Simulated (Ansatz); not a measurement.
Tc:

```
CELL_PARAMETERS angstrom
2.74000 0.00000 0.00000
-1.37000 2.37291 0.00000
0.00000 0.00000 4.39800
ATOMIC_POSITIONS crystal
Tc 0.66667 0.33333 0.75000
Tc 0.33333 0.66667 0.25000
```

```yaml
Program: Ansatz 0.2.0
Task: relaxation of cell and atoms
Functional: PBEsol
Potentials_or_basis: Ansatz PAW earlier set
Cutoff: "500 eV (not typed: the program's choice for these potentials)"
k_mesh: 11 × 11 × 6
Occupations: fermi-dirac, width 0.05 eV
Spin: no spin polarisation
```

At the start: volume 14.30 Å³/atom.

Q: Where does the relaxation end?

A: It ends after 4 steps and the volume is 14.00 Å³/atom (-2.1 %); space group P6_3/mmc (No. 194, to 0.05 Å).

The path:
```csv
step,energy change (eV),largest force (eV/Å),volume (Å³)
1,0.0000,0.0000,28.59
2,-0.0124,0.0000,28.03
3,-0.0125,0.0000,28.00
4,-0.0124,0.0000,28.00
```

Final structure:
```cif
data_structure
_symmetry_space_group_name_H-M 'P 1'
_symmetry_Int_Tables_number 1
_cell_length_a 2.7211
_cell_length_b 2.7211
_cell_length_c 4.3667
_cell_angle_alpha 90.000
_cell_angle_beta 90.000
_cell_angle_gamma 120.000
_cell_volume 28.00
loop_
_atom_site_label
_atom_site_type_symbol
_atom_site_fract_x
_atom_site_fract_y
_atom_site_fract_z
_atom_site_occupancy
Tc1 Tc 0.66667 0.33333 0.75000 1
Tc2 Tc 0.33333 0.66667 0.25000 1
```

Caveat: the plane-wave basis is chosen anew once the cell has moved, so the energies of steps on either side of that aren't comparable; the PAW data sets come from PBE, with cores solved anew for the run's functional, which leaves a small shift of forces and pressure.
